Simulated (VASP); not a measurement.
Set up this calculation in VASP 6.6.1, as the native input.

| Property | Result |
| --- | --- |
| Task | relaxation of cell and atoms |
| Functional | PBE |
| Dispersion | D3(BJ) |
| Potentials or basis | VASP PAW PBE potentials, release 64 (Sn_d, S) |
| Cutoff | 520 eV |
| k mesh | 12 × 12 × 6 |
| Occupations | gaussian, width 0.02 eV |
| Spin | no spin polarisation |
| Further INCAR settings | ALGO = Fast; EDIFF = 1e-07; AMIX = 0.2; IBRION = 2; EDIFFG = -0.002; NSW = 80; ISIF = 3 |

The structure of SnS2 lies in POSCAR:

```
SnS2                                    
1.0
    3.6668048377     -0.0000000000     -0.0000000000
   -1.8334024189      3.1755461357     -0.0000000000
    0.0000000000      0.0000000000      5.8016297505
  Sn              S             
     1     2
Direct
     0.0000000000000000    0.0000000000000000    0.0000000000000000
     0.3333333300000021    0.6666666699999979    0.2547897607758039
     0.6666666699999979    0.3333333300000021    0.7452102392241959
```

These files were run (other wordings do the same):

INCAR

```
PREC = Accurate
ENCUT = 520
EDIFF = 1E-7
ISMEAR = 0
SIGMA = 0.02
LREAL = False
LASPH = True
NELM = 60
ALGO = Fast
ISIF = 3
LWAVE = False
LCHARG = False
GGA = PE
IVDW = 12
IBRION = 2
NSW = 80
EDIFFG = -0.002
AMIX = 0.2
```

KPOINTS

```
regular mesh
0
Gamma
  12 12 6
```

Potentials or basis: VASP PAW PBE potentials, release 64 (Sn_d, S).

Run with:

```sh
$ cat potpaw_PBE.64/Sn_d/POTCAR potpaw_PBE.64/S/POTCAR > POTCAR
$ mpirun -np 1 vasp_std > vasp.out
```

Results of the run:

| Quantity | Value |
| --- | --- |
| Energy gained by relaxing | 0.0 meV/atom |
| Ionic steps | 7 |
| Pressure after relaxing | 0.0 GPa |
| Band gap on the k mesh | 1.26 eV, indirect (least direct gap 1.74 eV) |
| Dispersion energy per atom | -0.329 eV |

Caveat: spin-orbit coupling is left out, which moves the levels of the heavy elements.

Wall time 2.9 min on 1 thread of AMD EPYC 9R14 (Zen 4) (shared host), peak memory 0.25 GiB.
